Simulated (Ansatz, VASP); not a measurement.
# Zn16HNO15 (N-H pair in ZnO) in two plane-wave programs

Aim: how closely do two programs agree when they are given the same cell, functional and k mesh? The cell is taken from a series of runs on this material, whose earlier steps may have relaxed, scaled, displaced or heated it; both programs get it as it stands.

Calculated with Ansatz 0.2.0; plane waves, with VASP 6.6.1 beside it; single point at HSE06.

### Step 1. The structure

The cell holds 33 atoms: 16 Zn, 15 O, 1 N and 1 H. Cell: a = 6.559 Å, b = 6.559 Å, c = 10.587 Å, α = 90.0°, β = 90.0°, γ = 120.0°. It derives from ZnO (ZnO (P6_3mc)). Nearest the centre at fractional (0.753, 0.377, 0.424): N32 at 0.29 Å, H33 at 1.03 Å, Zn16 at 1.98 Å, Zn12 at 1.99 Å, Zn9 at 2.01 Å, Zn4 at 2.44 Å, O22 at 2.90 Å, O18 at 2.90 Å.

### Step 2. VASP: single point, HSE06

A single point gives forces, pressure and levels at one fixed geometry, so differences don't come from the geometry; what else differs is listed under the comparison.

Lines of VASP's logs that name or quote its potential files are left out, and so is its time.

The run reads the wave functions of an earlier VASP run, which isn't shown here.

INCAR reads:

```
SYSTEM = Zn16HNO15
PREC = Accurate
ENCUT = 520
EDIFF = 1E-06
NELM = 100
ISMEAR = -1
SIGMA = 0.01
LREAL = Auto
ALGO = Normal
LHFCALC = .TRUE.
AEXX = 0.25
GGA = PE
HFSCREEN = 0.208
LASPH = .TRUE.
NBANDS = 167
PRECFOCK = Fast
LORBIT = 11
LWAVE = .FALSE.
LCHARG = .FALSE.
ISIF = 2
```

POSCAR reads:

```
Zn16HNO15
1.0
    6.5590399475      0.0000000000      0.0000000000
   -3.2795199737      5.6802952189      0.0000000000
    0.0000000000      0.0000000000     10.5865020882
Zn O N H
16 15 1 1
Direct
    0.1567298645      0.3262681199      0.2520047844
    0.3300064427      0.1647322530      0.9987930310
    0.1710190850      0.3326603993      0.7502606863
    0.3475873184      0.1735016510      0.4979461733
    0.1567256879      0.8299103830      0.2520016447
    0.3271120493      0.6632827485      0.0037201768
    0.1710267779      0.8378126983      0.7502646872
    0.3243868263      0.6619032311      0.5010740763
    0.6506462735      0.3250646779      0.2421254609
    0.8320425966      0.1639643359      0.9996446629
    0.6730764348      0.3362696028      0.7524806002
    0.8266193621      0.1509230743      0.5085759993
    0.6602081669      0.8298406889      0.2512104301
    0.8320451304      0.6675425964      0.9996439895
    0.6606165703      0.8300293867      0.7555714013
    0.8266305976      0.6751343387      0.5085693494
    0.3209707363      0.1602124778      0.1856453294
    0.1673769913      0.3255133263      0.4408414416
    0.3440642041      0.1717582301      0.6850452139
    0.1655609737      0.3323319916      0.9373567275
    0.3236561688      0.6615537181      0.1919802498
    0.1673895758      0.8412937024      0.4408337376
    0.3304685142      0.6649583994      0.6882144766
    0.1655635400      0.8326865821      0.9373581890
    0.8276106858      0.1607694172      0.1857704518
    0.8350719497      0.1620793449      0.6947782381
    0.6653847631      0.3324251710      0.9396648879
    0.8276101319      0.6663163959      0.1857665429
    0.6547120969      0.8270765147      0.4399156324
    0.8350843940      0.6724533325      0.6947745151
    0.6588845624      0.8291739527      0.9414924840
    0.7047240246      0.3520912302      0.4304597506
    0.9242195148      0.4617886896      0.3908921012
```

KPOINTS reads:

```
Automatic mesh
0
Gamma
1 1 1
0 0 0
```

PAW data sets: Zn, O, N and H (PBE family, release 64).

Launch:

```bash
> export OMP_NUM_THREADS=3
> mpirun -np 1 vasp_gam
```

Numbers of over 12 decimals in the logs are rounded to 6 here.

What it wrote:

```text
[banner, memory and clock lines left out]
running    1 mpi-ranks, on    1 nodes
[...]
Offloading initialized ...    1 GPUs detected
[...]
LDA part: xc-table for (Slater+PW92), standard interpolation
 found WAVECAR, reading the header
 POSCAR, INCAR and KPOINTS ok, starting setup
[...]
reading WAVECAR
 the WAVECAR file was read successfully
 initial charge from wavefunction
 entering main loop
       N       E                     dE             d eps       ncg     rms          rms(c)
DAV:   1    -0.180450975769E+03   -0.18045E+03   -0.11762E+01   420   0.425E+01    0.688E+00
DAV:   2    -0.180360937953E+03    0.90038E-01   -0.49268E+00   412   0.152E+01    0.221E+00
DAV:   3    -0.180383459818E+03   -0.22522E-01   -0.50593E-01   460   0.445E+00    0.122E+00
DAV:   4    -0.180386449476E+03   -0.29897E-02   -0.68211E-02   372   0.109E+00    0.694E-01
[...]
DAV:  11    -0.180382984937E+03    0.32841E-05   -0.38447E-06   308   0.102E-02    0.184E-02
DAV:  12    -0.180382983292E+03    0.16447E-05   -0.12621E-06   212   0.857E-03    0.113E-02
DAV:  13    -0.180382982415E+03    0.87669E-06   -0.11725E-06   204   0.688E-03
   1 F= -.18038298E+03 E0= -.18038298E+03  d E =-.358551E-12
```

OUTCAR, selected parts (step 2):

```text
  Total       -4.7124847     -0.5580759     -9.2047991     -3.6030767      1.6123692      2.7871213
  in kB      -19.1424211     -2.2669406    -37.3904961    -14.6359330      6.5495491     11.3214691
  external PRESSURE =     -19.5999526 kB  Pullay stress =       0.0000000 kB

 POSITION                                       TOTAL-FORCE (eV/Angst)
 -----------------------------------------------------------------------------------
     -0.04201      1.85330      2.66785        -0.016508     -0.030454     -0.026778
      1.62428      0.93573     10.57372         0.004605      0.003207      0.004143
      0.03075      1.88961      7.94264        -0.014355      0.007901      0.006866
      1.71084      0.98554      5.27151        -0.123087     -0.070945      0.041889
     -1.69374      4.71414      2.66782        -0.034944      0.000173     -0.026111
     -0.02971      3.76764      0.03938         0.000014      0.000198      0.005359
     -1.62585      4.75902      7.94268        -0.000685     -0.017130      0.006745
     -0.04306      3.75981      5.30462         0.022491      0.013321      0.022979
      3.20156      1.84646      2.56326         0.152737      0.088167      0.251973
      4.91968      0.93137     10.58274         0.003862     -0.001582      0.011859
      3.31193      1.91011      7.96614         0.024942      0.014081     -0.003417
      4.92687      0.85729      5.38404        -0.145106      0.208378     -0.145959
      1.60885      4.71374      2.65944         0.017460      0.009806      0.001032
      3.26820      3.79184     10.58273        -0.000412      0.004156      0.011577
[...]
-----------------------------------------------------------------------------------
    total drift:                               -0.007143     -0.003639     -0.000437

  FREE ENERGIE OF THE ION-ELECTRON SYSTEM (eV)
  ---------------------------------------------------
  free  energy   TOTEN  =      -180.3829824152 eV

  energy  without entropy=     -180.3829824152  energy(sigma->0) =     -180.38298242

[... 3 further parts left out ...]
[key lines of the parts left out:]
E-fermi :   0.4841
```

The run ends at a pressure of -1.96 GPa, with forces up to 5.1 eV/Å.

[end of part 1 of 2]

[Lines on the potential files, build, host, timing and source positions are cut from VASP's logs without a mark.]

[Logs are printed without paths, hosts, clocks, repeated set-up lines and the standing remarks that a program may print on its own settings, such as how far it seeks lower states.]

[Hosts, paths, dates, database ids (printed as entryN), source tags and the programs' standing remarks are cut or masked in the printed files.]
